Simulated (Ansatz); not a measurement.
**Lattice vibrations of CaF₂ at Γ at 4 GPa**

These are results of Ansatz 0.2.0, DFT PBEsol, scalar-relativistic, plane waves, PAW, not measurements. Cutoff 420 eV, 8×8×8 k-points (Γ-centred), fixed occupations. No spin polarisation. Phonons by linear response, acoustic sum rule imposed.

The cell, relaxed at 4 GPa:
```yaml
crystal:
  lattice:
    - [0.00000, 2.67262, 2.67262]
    - [2.67262, 0.00000, 2.67262]
    - [2.67262, 2.67262, 0.00000]
  atoms:
    - { symbol: Ca, position: [0.00000, 0.00000, 0.00000] }
    - { symbol: F, position: [0.25000, 0.25000, 0.25000] }
    - { symbol: F, position: [0.75000, 0.75000, 0.75000] }
```

Q: Give the high-frequency dielectric tensor ε∞.

A:
```
2.35 0.00 0.00
0.00 2.35 0.00
0.00 0.00 2.35
```

Q: Give the Born effective charges.

A:
```tsv
atom	Z*xx	Z*yy	Z*zz	mean
Ca (atom 1)	2.38	2.38	2.38	2.38
F (atom 2)	-1.19	-1.19	-1.19	-1.19
```

Q: How large is the static dielectric tensor with the ions free to move, and what share of it is ionic?

A:
```
7.2 0.0 0.0
0.0 7.2 0.0
0.0 0.0 7.2
```
The ions give 67 % of its trace.